How strongly does a crystal of titanium pull on a cell that is held fixed, and can that pull be guessed from the name of the density functional alone? For LDA and functionals of the PBE type it can, to within 1 GPa in the hexagonal cell used here, once the name is read as a list of ingredients. Three sizes are worth remembering: gradient corrections push outward by 4 to 8 GPa, a D3 dispersion term pulls inward by 5 to 6 GPa, and a quarter of exact exchange pulls inward by about 2 GPa.

Kohn-Sham DFT with PAW potentials in ABINIT and Ansatz for hexagonal titanium (P6_3/mmc, 2 atoms per cell, 17.64 Å³/atom), without spin polarization. The basis column gives the plane-wave cutoff. Pressures are for the fixed cell with a static lattice, positive in compression and without Ansatz's Pulay correction of the stress.

```
         method      rung  program        potentials   basis               k mesh                  smearing  pressure (GPa)
            LDA       LDA   ABINIT  JTH PAW LDA v2.0  408 eV  13x13x8 2-atom cell        Fermi Dirac 0.05eV          -9.520
            PBE       GGA   Ansatz        Ansatz PAW  420 eV  10x10x6 2-atom cell          gaussian 0.028eV          -1.440
     PBE-D3(BJ)       GGA   ABINIT  JTH PAW PBE v2.0  408 eV    8x8x4 2-atom cell        Fermi Dirac 0.05eV          -7.110
         PBEsol       GGA   ABINIT  JTH PAW PBE v2.0  408 eV    6x6x4 2-atom cell        Fermi Dirac 0.05eV          -5.460
         r2SCAN  meta-GGA   ABINIT  JTH PAW PBE v2.0  490 eV  13x13x8 2-atom cell        Fermi Dirac 0.05eV          -2.870
           PBE0    hybrid   Ansatz        Ansatz PAW  420 eV    5x5x3 2-atom cell        Fermi Dirac 0.05eV          -3.940
PBE0-D3(BJ)+ATM    hybrid   Ansatz        Ansatz PAW  420 eV    8x8x4 2-atom cell  methfessel paxton 0.05eV          -9.150
        PBEsol0    hybrid   Ansatz        Ansatz PAW  420 eV    5x5x3 2-atom cell        Fermi Dirac 0.05eV          -7.110
        r2SCAN0    hybrid   Ansatz        Ansatz PAW  500 eV    5x5x3 2-atom cell        Fermi Dirac 0.05eV          -3.820
       r2SCAN50    hybrid   Ansatz        Ansatz PAW  500 eV    5x5x3 2-atom cell        Fermi Dirac 0.05eV          -4.930
        r2SCANh    hybrid   Ansatz        Ansatz PAW  500 eV    5x5x3 2-atom cell        Fermi Dirac 0.05eV          -3.210
```

Every pressure is negative, so at every level of theory the cell would shrink if it were let go. With a bulk modulus of roughly 110 GPa (a recalled value), each GPa stands for a volume change of about 0.9 percent. PBE would therefore shrink the cell by little more than 1 percent, and LDA by several percent. The rung, by contrast, is a poor guide to the pressure: the GGA rows alone spread over 5.7 GPa and overlap the hybrids.

**Why ingredients work.** Pressure is the energy released per unit of volume when the cell expands, P = −dE/dV. If the energy is a sum of terms, the pressure is a sum too, and each ingredient can be given its own push or pull. This holds only approximately, since the electrons readjust to each new ingredient.

**Gradient correction.** LDA treats the electrons at each point as if their density were uniform. A gradient correction lowers the exchange energy where the density varies quickly compared with its own size. Expansion makes the density between the atoms thinner and more uneven, so the correction rewards expansion and pushes outward. For a weak correction the push grows in proportion to its strength μ, which is 0 in LDA, about 0.12 in PBEsol and about 0.22 in PBE. The table shows the matching climb in two steps of about 4 GPa each, although PBE and PBEsol also add different gradient terms to correlation, and program, potentials and k mesh differ between these rows too. The PBEsol run has a coarse mesh and is the only one whose stress pulls harder in the hexagonal plane than along the axis (last column of the printed analysis), a hint that mesh error may enter both steps.

**Dispersion.** D3 adds an attraction between pairs of atoms that strengthens as they approach, so it should pull inward. The pressure drops by 5.7 GPa from PBE to its D3 version and by 5.2 GPa from PBE0 to its own. The PBE0 version also holds a three-body term, and other settings change within both pairs, but the two drops agree well enough for a single constant. D3 neglects the screening by a metal's conduction electrons, so a pull of this size is probably too strong.

**Exact exchange.** Replacing a quarter of the exchange by exact exchange lowers the pressure by 2.5 GPa from PBE and by 1.65 GPa from PBEsol. The k mesh changes in both pairs, the smearing also in the first and the program also in the second, so neither size is exact. Both hybrids use the coarsest mesh of the table, and part of each drop may be mesh error. That the pull is larger from PBE can be understood from what is taken out: a quarter of the functional's own exchange goes, and about a quarter of its gradient push goes with it. PBE0 and PBEsol0 receive the same share of exact exchange in return, so they should differ by about three quarters of the 4 GPa between PBE and PBEsol. That is 3 GPa, and the table gives 3.2 GPa.

The size of the pull itself is harder to explain. If exact exchange pushed only as much as LDA exchange, the loss would be roughly 2 GPa in PBE and 1 GPa in PBEsol, but these runs do not test that assumption. The rule below ignores the link between gradient push and exact exchange and uses one average pull.

**The rule.** Four constants were fitted to the seven LDA and PBE-type rows and then rounded for use by hand:

P ≈ −9.5 + 36 μ − 5.5 D − 8 a (in GPa)

Here D is 1 with a D3 term and 0 without, and a is the share of exact exchange.

PBEsol0 has μ = 0.12, D = 0 and a = 0.25:

P ≈ −9.5 + 4.3 − 2.0 = −7.2 GPa

The calculation gave −7.11 GPa. This row was part of the fit, so the agreement is no test of how well the rule predicts.

r2SCANh lies outside the fit. Its exchange also depends on the kinetic-energy density of the electrons, so μ alone does not describe it. Counted as PBE-like, with μ = 0.22 and a = 0.10, it gives

P ≈ −9.5 + 7.9 − 0.8 = −2.4 GPa

against a computed −3.21 GPa.

**How far to trust it.** On the seven fitted rows the rule stays within 0.4 GPa of the calculation, a mild test for four constants. When each of these rows in turn is left out of the fit and predicted from the other six, the typical miss is about 0.3 GPa. On the r2SCAN family it misses by up to 1.3 GPa, and counting that family as PBE-like was a choice made after seeing the results. For slowly varying densities r2SCAN exchange has the μ of PBEsol, and with that value the rule would miss by up to 4.25 GPa. The rule is too high for plain r2SCAN and too low for r2SCAN50, so exact exchange seems to pull less in this family than the rule assumes. This is not a clean test: plain r2SCAN was run with another program and k mesh, and among the three hybrids a level at the centre of the Brillouin zone is empty in r2SCANh but filled in the other two, so the steps mix exchange with a change of occupation. All runs in the table were made without spin, so any magnetic moment that a functional might favour is left out. The printed analysis below lists each miss and compares the rule with simple averages over the rungs.

**What to do with it.** Use the rule to see whether a computed pressure for this cell is plausible, and look for a cause when it is off by more than about 1.5 GPa. For a slightly different volume, add about 1.1 GPa for each percent of compression; another metal needs its own constants. Do not use the rule to rank functionals that lie within 1 GPa of each other, because program, k mesh and smearing also vary between the rows. Such a ranking needs runs with identical settings and a fine k mesh. PBE0 and PBEsol0 meet only the first condition: they differ by 3.2 GPa, but on the same coarse mesh.

Numerical output:

```
fit of result_pressure on 7 rows (~r2): constant -9.531 +/- 0.22, coefficient of mu 35.76 +/- 1.4, coefficient of d3 -5.433 +/- 0.24, coefficient of aex -8.268 +/- 0.79; rms 0.161, worst PBE -0.223, leave-one-out rms 0.335
  rows outside the fit (model, value, miss): r2SCAN -1.663, -2.87, 1.21; r2SCAN0 -3.73, -3.82, 0.0899; r2SCAN50 -5.797, -4.93, -0.867; r2SCANh -2.49, -3.21, 0.72
Hand rule, start -9.5 GPa, all in GPa:
              row  computed  gradient part  D3 part  exact-exchange part   rule  rule less computed  stress xx less zz
              LDA     -9.52              0        0                    0   -9.5                0.02               0.38
              PBE     -1.44           7.92        0                    0  -1.58               -0.14               0.24
       PBE-D3(BJ)     -7.11           7.92     -5.5                    0  -7.08                0.03               0.77
           PBEsol     -5.46           4.32        0                    0  -5.18                0.28              -0.63
           r2SCAN     -2.87           7.92        0                    0  -1.58                1.29               1.38
             PBE0     -3.94           7.92        0                   -2  -3.58                0.36               2.34
  PBE0-D3(BJ)+ATM     -9.15           7.92     -5.5                   -2  -9.08                0.07               1.27
          PBEsol0     -7.11           4.32        0                   -2  -7.18               -0.07               2.34
          r2SCAN0     -3.82           7.92        0                   -2  -3.58                0.24               0.37
         r2SCAN50     -4.93           7.92        0                   -4  -5.58               -0.65               3.01
          r2SCANh     -3.21           7.92        0                 -0.8  -2.38                0.83               1.97
Largest miss of the hand rule, seven LDA and PBE-type rows (GPa): 0.36
Largest miss of the hand rule, r2SCAN family counted as PBE-like (GPa): 1.29
Largest miss of the r2SCAN family if counted as PBEsol-like (GPa): 4.25
Rms miss of the hand rule, all rows (GPa): 0.5284
Rms miss if each row is given the mean of its rung (GPa): 1.992
Spread of the GGA rows, highest less lowest (GPa): 5.67
Step LDA to PBEsol (GPa): 4.06
Step PBEsol to PBE (GPa): 4.02
Step PBE to PBE-D3(BJ) (GPa): -5.67
Step PBE0 to PBE0-D3(BJ)+ATM (GPa): -5.21
Step PBE to PBE0 (GPa): -2.5
Step PBEsol to PBEsol0 (GPa): -1.65
Step PBE0 to PBEsol0, same settings (GPa): -3.17
Volume change per GPa with a recalled bulk modulus of 110 GPa (percent): 0.9091
```
